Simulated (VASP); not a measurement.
Wanted: the native input for a VASP 6.6.1 run.

| Item | Value |
| --- | --- |
| Task | single point |
| Functional | LDA |
| Potentials or basis | VASP PAW LDA potentials, release 64 (Tl_d) |
| Cutoff | 520 eV |
| k mesh | 13 × 13 × 13 |
| Occupations | fermi-dirac, width 0.05 eV |
| Spin | no spin polarisation |
| Dipole correction | no |
| Further INCAR settings | ALGO = Fast; EDIFF = 1e-06; NBANDS = 12 |

The structure of Tl lies in POSCAR:

```
Tl
1.0
   -1.9147670545      1.9147670545      1.9147670545
    1.9147670545     -1.9147670545      1.9147670545
    1.9147670545      1.9147670545     -1.9147670545
Tl
1
Direct
    0.0000000000      0.0000000000      0.0000000000
```

This isn't the form of Tl at room conditions, which is hcp.

The cell isn't the ideal one: functional lda, volume scaled by 0.96.

One way to write it, as run:

INCAR

```
ALGO     = Fast           # electronic algorithm
EDIFF    = 1E-6           # SCF threshold, eV
ENCUT    = 520            # plane-wave cutoff, eV
ISIF     = 2              # what is computed and relaxed
ISMEAR   = -1             # smearing method
LASPH    = T              # aspherical terms in the spheres
LCHARG   = T              # write CHGCAR
LELF     = T              # ELF
LREAL    = F              # projectors in reciprocal space
LVHAR    = T            
LWAVE    = F              # write WAVECAR
NBANDS   = 12             # bands
NELM     = 100            # most SCF steps
PREC     = Accurate       # precision mode
SIGMA    = 0.05           # smearing width, eV
```

KPOINTS

```
k-points
0
Gamma
  13 13 13
```

Potentials or basis: VASP PAW LDA potentials, release 64 (Tl_d).

The run is started by

```bash
$ cat potpaw_LDA.64/Tl_d/POTCAR > POTCAR
$ mpirun -np 1 vasp_std > vasp.out
```

It gave:

```yaml
Pressure: -1.1 GPa
Band_gap_on_the_k_mesh: none (metal or under the smearing width)
```

It took 13 s on 1 thread of Intel(R) Xeon(R) 6975P-C (Granite Rapids), on a shared host, peak memory 0.15 GiB.
